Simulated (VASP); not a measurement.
# From an Ansatz input to VASP: InSb (strained zincblende)

Ansatz input

```yaml
crystal:
  lattice:
    - [0.0, 3.2467178874, 3.311318016]
    - [3.2467178874, 0.0, 3.311318016]
    - [3.2467178874, 3.2467178874, 0.0]
  atoms:
    - { symbol: In, position: [0.0, 0.0, 0.0] }
    - { symbol: Sb, position: [0.25, 0.25, 0.25] }
kpoints:
  mp_grid: { grid: [6, 6, 6] }
  band_path:
    path:
      - [0.0, 0.0, 0.0]
      - [-0.5, -0.5, 0.0]
      - [-0.375, -0.375, 0.25]
      - [-0.375, 0.0, 0.375]
      - [0.0, 0.0, 0.5]
      - [-0.5, -0.25, 0.25]
      - [-0.012695, -0.012695, 0.0]
    npoints: 1
hamiltonian:
  xc: r2scan
scf:
  occupations: { method: fermi_dirac, width: 0.02 }
  n_extra_bands: 4
output:
  forces: true
  stress: true
  eigenvalues: true
```

Q: Write VASP inputs for this cell and level of theory.

A: 

INCAR

```
ALGO = Normal
NELM = 120
ENCUT = 520
NSW = 0
SIGMA = 0.02
ISMEAR = -1
LCHARG = .FALSE.
EDIFF = 1E-7
IBRION = -1
LREAL = .FALSE.
ISIF = 2
METAGGA = R2SCAN
LASPH = .TRUE.
PREC = Accurate
NBANDS = 16
LWAVE = .FALSE.
```

KPOINTS

```
KPOINTS created by Atomic Simulation Environment
0
Gamma
6 6 6
0 0 0
```

KPOINTS_OPT

```
special points
7
Reciprocal
0.0000000000 0.0000000000 0.0000000000 1
-0.5000000000 -0.5000000000 0.0000000000 1
-0.3750000000 -0.3750000000 0.2500000000 1
-0.3750000000 0.0000000000 0.3750000000 1
0.0000000000 0.0000000000 0.5000000000 1
-0.5000000000 -0.2500000000 0.2500000000 1
-0.0126950000 -0.0126950000 0.0000000000 1
```

POSCAR

```
In Sb
 1.0000000000000000
     0.0000000000000000    3.2467178874000000    3.3113180160000000
     3.2467178874000000    0.0000000000000000    3.3113180160000000
     3.2467178874000000    3.2467178874000000    0.0000000000000000
 In  Sb
   1   1
Cartesian
  0.0000000000000000  0.0000000000000000  0.0000000000000000
  1.6233589437000004  1.6233589437000004  1.6556590080000000
```

VASP ran with the recommended PBE PAW datasets (18 valence electrons in the cell). Other inputs would serve too.

```json
{"": "gap between bands v and c", "Ansatz": "0.04 eV", "VASP": "0.04 eV"}
{"": "least direct gap", "Ansatz": "0.04 eV", "VASP": "0.04 eV"}
{"": "pressure", "Ansatz": "0.4 GPa", "VASP": "0.4 GPa"}
```

Each program uses its own PAW datasets. VASP's cell holds 18 valence electrons and Ansatz's 28. Ansatz's stress includes a Pulay correction; VASP's doesn't.
